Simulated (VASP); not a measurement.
# NaI (Pmma) in VASP: single point with LDA

Aim: the single point of NaI with LDA.

Everything below comes from runs of VASP 6.6.1. Logs are shortened: lines on timing, memory, paths and dates and some standing lists are left out, and cuts for length are marked.

### 1 The structure

The structure is orthorhombic, space group Pmma (No. 51). Conventional cell: a = 4.622 Å, b = 4.270 Å, c = 7.798 Å, α = 90.00°, β = 90.00°, γ = 90.00°. Around Na (site symmetry mm2) lie 4 I at 3.15 Å. I (site symmetry mm2) is surrounded by 4 Na at 3.15 Å.

Measurements of this composition are mostly on another form, of space group No. 225.

### 2 Single point, LDA

Input file INCAR:

```
ALGO = Normal ; EDIFF = 1E-7
ENCUT = 520 ; ISIF = 2
ISMEAR = 0 ; LASPH = True
LCHARG = True ; LELF = True
LREAL = False ; LVHAR = True
LWAVE = False ; NBANDS = 22
NELM = 100 ; PREC = Accurate
SIGMA = 0.1
```

Input file KPOINTS:

```
k-points
0
Gamma
  4 4 4
```

Input file POSCAR:

```
NaI
1.0
    4.6222093067      0.0000000000      0.0000000000
    0.0000000000      4.2697016003      0.0000000000
    0.0000000000      0.0000000000      7.7983840000
Na I
2 2
Direct
    0.2500000000      0.5000000000      0.2750310000
    0.7500000000      0.5000000000      0.7249690000
    0.2500000000      0.0000000000      0.7424270000
    0.7500000000      0.0000000000      0.2575730000
```

Potentials or basis: VASP PAW LDA potentials, release 64 (Na_pv, I).

On the command line:

```sh
$ cat potpaw_LDA.64/Na_pv/POTCAR potpaw_LDA.64/I/POTCAR > POTCAR
$ mpirun -np 1 vasp_std > vasp.out
```

OUTCAR:

```text
EDIFF = 1E-7
   ENCUT = 520
   ISIF = 2
   ISMEAR = 0
   LASPH = True
   LREAL = False
   NELM = 100
   PREC = Accurate

 ion  position               nearest neighbor table
   1  0.250  0.500  0.275-   4 3.15   4 3.15   4 3.15   4 3.15
   2  0.750  0.500  0.725-   3 3.15   3 3.15   3 3.15   3 3.15
   3  0.250  0.000  0.742-   2 3.15   2 3.15   2 3.15   2 3.15
   4  0.750  0.000  0.258-   1 3.15   1 3.15   1 3.15   1 3.15

  LATTYP: Found a simple orthorhombic cell.
 ALAT       =     4.2697016003
 B/A-ratio  =     1.0825602675
 C/A-ratio  =     1.8264470752

  Lattice vectors:

 A1 = (   0.0000000000,  -4.2697016003,   0.0000000000)
 A2 = (   4.6222093067,   0.0000000000,   0.0000000000)
 A3 = (   0.0000000000,   0.0000000000,   7.7983840000)

Analysis of symmetry for initial positions (statically):
=====================================================================
 Subroutine PRICEL returns:
 Original cell was already a primitive cell.

 Routine SETGRP: Setting up the symmetry group for a
 simple orthorhombic supercell.

 Subroutine GETGRP returns: Found  8 space group operations
 (whereof  4 operations were pure point group operations)
 out of a pool of  8 trial point group operations.

The static configuration has the point symmetry C_2h.
 The point group associated with its full space group is D_2h.

Analysis of symmetry for dynamics (positions and initial velocities):
=====================================================================
 Subroutine PRICEL returns:
 Original cell was already a primitive cell.

 Routine SETGRP: Setting up the symmetry group for a
 simple orthorhombic supercell.

 Subroutine GETGRP returns: Found  8 space group operations
 (whereof  4 operations were pure point group operations)
 out of a pool of  8 trial point group operations.

The dynamic configuration has the point symmetry C_2h.
 The point group associated with its full space group is D_2h.

 Subroutine INISYM returns: Found  8 space group operations
 (whereof  4 operations are pure point group operations),
 and found     1 'primitive' translations

----------------------------------------------------------------------------------------

                                     Primitive cell

  volume of cell :     153.9047

  direct lattice vectors                    reciprocal lattice vectors
     4.622209307  0.000000000  0.000000000     0.216346758  0.000000000  0.000000000
     0.000000000  4.269701600  0.000000000     0.000000000  0.234208405  0.000000000
     0.000000000  0.000000000  7.798384000     0.000000000  0.000000000  0.128231695

  length of vectors
     4.622209307  4.269701600  7.798384000     0.216346758  0.234208405  0.128231695

  position of ions in fractional coordinates (direct lattice)
     0.250000000  0.500000000  0.275031000
     0.750000000  0.500000000  0.724969000
     0.250000000  0.000000000  0.742427000
     0.750000000  0.000000000  0.257573000

  ion indices of the primitive-cell ions
   primitive index   ion index
                 1           1
                 2           2
                 3           3
                 4           4

----------------------------------------------------------------------------------------

 KPOINTS: k-points

Automatic generation of k-mesh.
 Grid dimensions read from file:
 generate k-points for:    4    4    4

 Generating k-lattice:

  Cartesian coordinates                     Fractional coordinates (reciprocal lattice)
     0.054086690  0.000000000  0.000000000     0.250000000  0.000000000  0.000000000
     0.000000000  0.058552101  0.000000000     0.000000000  0.250000000  0.000000000
     0.000000000  0.000000000  0.032057924     0.000000000  0.000000000  0.250000000

  Length of vectors
     0.054086690  0.058552101  0.032057924

  Shift w.r.t. Gamma in fractional coordinates (k-lattice)
     0.000000000  0.000000000  0.000000000

 Subroutine IBZKPT returns following result:
 ===========================================

 Found     27 irreducible k-points:

 Following reciprocal coordinates:
            Coordinates               Weight
  0.000000  0.000000  0.000000      1.000000
  0.250000  0.000000  0.000000      2.000000
  0.500000  0.000000  0.000000      1.000000
  0.000000  0.250000  0.000000      2.000000
  0.250000  0.250000  0.000000      4.000000
  0.500000  0.250000  0.000000      2.000000
[... 16 lines left out ...]
  0.250000  0.250000  0.500000      4.000000
  0.500000  0.250000  0.500000      2.000000
 [... further k-points ...]
   k-points           NKPTS =     27   k-points in BZ     NKDIM =     27   number of bands    NBANDS=     22
   number of dos      NEDOS =    301   number of ions     NIONS =      4
   total plane-waves  NPLWV =  69120
   dimension x,y,z NGX =    36 NGY =   32 NGZ =   60
   dimension x,y,z NGXF=    72 NGYF=   64 NGZF=  120
   ions per type =               2   2
   NGX,Y,Z   is equivalent  to a cutoff of  12.95, 12.46, 12.79 a.u.
   NGXF,Y,Z  is equivalent  to a cutoff of  25.90, 24.92, 25.58 a.u.
 SYSTEM =  unknown system
   PREC   = accura    normal or accurate (medium, high low for compatibility)
   ISTART =      0    job   : 0-new  1-cont  2-samecut
   ICHARG =      2    charge: 1-file 2-atom 10-const
   ISPIN  =      1    spin polarized calculation?
   LNONCOLLINEAR =      F non collinear calculations
   LSORBIT =      F    spin-orbit coupling
   LASPH  =      T    aspherical Exc in radial PAW
   ENCUT  =  520.0 eV  38.22 Ry    6.18 a.u.   8.59  7.94 14.50*2*pi/ulx,y,z
   NELM   =    100;   NELMIN=  2; NELMDL= -5     # of ELM steps
   EDIFF  = 0.1E-06   stopping-criterion for ELM
   LREAL  =      F    real-space projection
   EDIFFG = 0.1E-05   stopping-criterion for IOM
   NSW    =      0    number of steps for IOM
   IBRION =     -1    ionic relax: 0-MD 1-quasi-New 2-CG
   NFREE  =      0    steps in history (QN), initial steepest desc. (CG)
   ISIF   =      2    stress and relaxation
   ISYM   =      2    0-nonsym 1-usesym 2-fastsym
   POTIM  = 0.5000    time-step for ionic-motion
   TEBEG  =    0.0;   TEEND  =   0.0 temperature during run
   PSTRESS=    0.0 pullay stress
   NELECT =      28.0000    total number of electrons
   NUPDOWN=      -1.0000    fix difference up-down
   EMIN   =  10.00;   EMAX   =-10.00  energy-range for DOS
   EFERMI =   0.00;   METHOD = LEGACY
   ISMEAR =     0;   SIGMA  =   0.10  broadening in eV -4-tet -1-fermi 0-gaus
   EFERMI_NEDOS =   21; number of points for ismear=-14 and -15
   IALGO  =     38    algorithm
   IMIX   =      4    mixing-type and parameters
     AMIX     =   0.40;   BMIX     =  1.00
     AMIX_MAG =   1.60;   BMIX_MAG =  1.00
  volume/ion in A,a.u.               =      38.48       259.65
  Fermi-wavevector in a.u.,A,eV,Ry     =   0.927635  1.752975 11.707893  0.860506
  Thomas-Fermi vector in A             =   2.053725
   LORBIT       =      0    0 simple, 1 ext, 2 COOP (PROOUT), +10 PAW based schemes
   GGA     = CA    functional components
   LHFCALC =     F    Hartree Fock is set to
   AEXX    =    0.0000 exact exchange contribution
   IVDW    =     0    specifies the selected vdW correction
   LEPSILON=     F    determine dielectric tensor
   LRPA    =     F    only Hartree local field effects (RPA)
 non-spin polarized calculation
 Gauss-broadening in eV      SIGMA  =   0.10
  energy-cutoff  :      520.00
  volume of cell :      153.90
 maximum number of plane-waves:      4184
 NGX is ok and might be reduce to    36
   NGX = 17   NGY = 15   NGZ = 29

 number of electron      28.0000013 magnetization

 Free energy of the ion-electron system (eV)
  ---------------------------------------------------
  ext. energy  EPLUGINS =         0.00000000
  ---------------------------------------------------
  free energy    TOTEN  =       -11.37183245 eV

  energy without entropy =      -11.37183245  energy(sigma->0) =      -11.37183245

 E-fermi :   0.7891     XC(G=0):  -7.5288

 val. band max:        0.3665126447   @ k =   0.0000   0.5000   0.0000
 cond. band min:       2.8298530155   @ k =   0.0000   0.0000   0.0000
 fundamental gap:      2.4633403708
 Fermi energy:         0.7890745577

 k-point     1 :       0.0000    0.0000    0.0000
  band No.  band energies     occupation
      1     -22.8215      2.00000
      2     -22.8177      2.00000
      3     -22.7818      2.00000
      4     -22.7804      2.00000
      5     -22.7795      2.00000
      6     -22.7790      2.00000
[... 14 lines left out ...]
     21       8.0170      0.00000
     22       8.7093      0.00000

 k-point     2 :       0.2500    0.0000    0.0000
  band No.  band energies     occupation
      1     -22.8209      2.00000
      2     -22.8182      2.00000
      3     -22.7832      2.00000
      4     -22.7823      2.00000
      5     -22.7791      2.00000
      6     -22.7788      2.00000
[... 14 lines left out ...]
     21       8.8688      0.00000
     22       9.0217      0.00000

 k-point     3 :       0.5000    0.0000    0.0000
  band No.  band energies     occupation
      1     -22.8195      2.00000
      2     -22.8195      2.00000
      3     -22.7843      2.00000
      4     -22.7843      2.00000
      5     -22.7787      2.00000
      6     -22.7787      2.00000
[... 14 lines left out ...]
     21       8.4300      0.00000
     22       8.4300      0.00000
[... 476 lines left out ...]
 k-point    23 :       0.2500    0.2500    0.5000
  band No.  band energies     occupation
      1     -22.8203      2.00000
      2     -22.8184      2.00000
      3     -22.7825      2.00000
      4     -22.7820      2.00000
      5     -22.7816      2.00000
      6     -22.7816      2.00000
[... 14 lines left out ...]
     21       8.1591      0.00000
     22       8.2179      0.00000

 k-point    24 :       0.5000    0.2500    0.5000
  band No.  band energies     occupation
      1     -22.8193      2.00000
      2     -22.8193      2.00000
      3     -22.7835      2.00000
      4     -22.7835      2.00000
      5     -22.7814      2.00000
      6     -22.7814      2.00000
[... 14 lines left out ...]
     21       8.6885      0.00000
     22       8.6885      0.00000

 [... further k-points ...]

------------------------ aborting loop because EDIFF is reached ----------------------------------------

  FORCE on cell =-STRESS in cart. coord.  units (eV):
  Direction    XX          YY          ZZ          XY          YZ          ZX
  --------------------------------------------------------------------------------------
  -------------------------------------------------------------------------------------
  Total       -1.6761637     -1.5736022     -0.8725502      0.0000000      0.0000000      0.0000000
  in kB      -17.4491900    -16.3815044     -9.0834170      0.0000000      0.0000000      0.0000000
  external PRESSURE =     -14.3047038 kB  Pullay stress =       0.0000000 kB

 VOLUME and BASIS-vectors are now :
 -----------------------------------------------------------------------------
  energy-cutoff  :      520.00
  volume of cell :      153.90
      direct lattice vectors                 reciprocal lattice vectors
     4.622209307  0.000000000  0.000000000     0.216346758  0.000000000  0.000000000
     0.000000000  4.269701600  0.000000000     0.000000000  0.234208405  0.000000000
     0.000000000  0.000000000  7.798384000     0.000000000  0.000000000  0.128231695

 POSITION                                       TOTAL-FORCE (eV/Angst)
 -----------------------------------------------------------------------------------
      1.15555      2.13485      2.14480        -0.000000      0.000000     -0.032647
      3.46666      2.13485      5.65359         0.000000     -0.000000      0.032647
      1.15555      0.00000      5.78973         0.000000     -0.000000     -0.042991
      3.46666      0.00000      2.00865         0.000000     -0.000000      0.042991
 -----------------------------------------------------------------------------------
    total drift:                                0.000000      0.000000      0.000000

  FREE ENERGIE OF THE ION-ELECTRON SYSTEM (eV)
  ---------------------------------------------------
  free  energy   TOTEN  =       -11.3718324520 eV

  energy  without entropy=      -11.3718324520  energy(sigma->0) =      -11.37183245
```

Run time: 72 s. Hardware: 1 thread of Intel Xeon Platinum 8259CL at 2.50GHz (Skylake/Cascade Lake), shared host; peak memory 0.24 GiB.

What came out:

| Property | Result |
| --- | --- |
| Free energy | -11.3718 eV |
| Pressure | -1.4 GPa |
| Largest force | 0.043 eV/Å |
| Band gap on the k mesh | 2.46 eV, indirect (least direct gap 2.69 eV) |

Forces in eV/Å, atoms in the order of the input:
```
Na   0.000  0.000 -0.033
Na   0.000  0.000  0.033
I    0.000  0.000 -0.043
I    0.000  0.000  0.043
```

Stress tensor (GPa, compression positive):
```
-1.74  0.00  0.00
 0.00 -1.64  0.00
 0.00  0.00 -0.91
```

Levels at points of the mesh, in eV from the valence-band top:
```
           k point  band 11  band 12  band 13  band 14  band 15  band 16  band 17  band 18
(0.00, 0.00, 0.00)    -0.71    -0.60    -0.33    -0.23     2.46     3.94     5.75     6.12
(0.50, 0.00, 0.00)    -1.11    -1.11    -0.38    -0.38     5.00     5.00     5.83     5.83
(0.00, 0.50, 0.00)    -1.60    -0.89    -0.53     0.00     3.62     4.88     5.29     5.88
(0.50, 0.50, 0.00)    -1.79    -1.79    -0.74    -0.74     3.85     3.85     5.26     5.26
(0.00, 0.00, 0.50)    -0.98    -0.88    -0.50    -0.44     3.50     3.68     5.49     5.55
(0.50, 0.00, 0.50)    -0.74    -0.74    -0.38    -0.38     4.23     4.23     6.22     6.22
(0.00, 0.50, 0.50)    -1.03    -0.79    -0.76    -0.67     4.41     4.74     5.55     5.61
(0.50, 0.50, 0.50)    -1.96    -1.96    -0.45    -0.45     3.45     3.45     6.03     6.03
```

Caveat: spin-orbit coupling is left out, which moves the levels of the heavy elements.
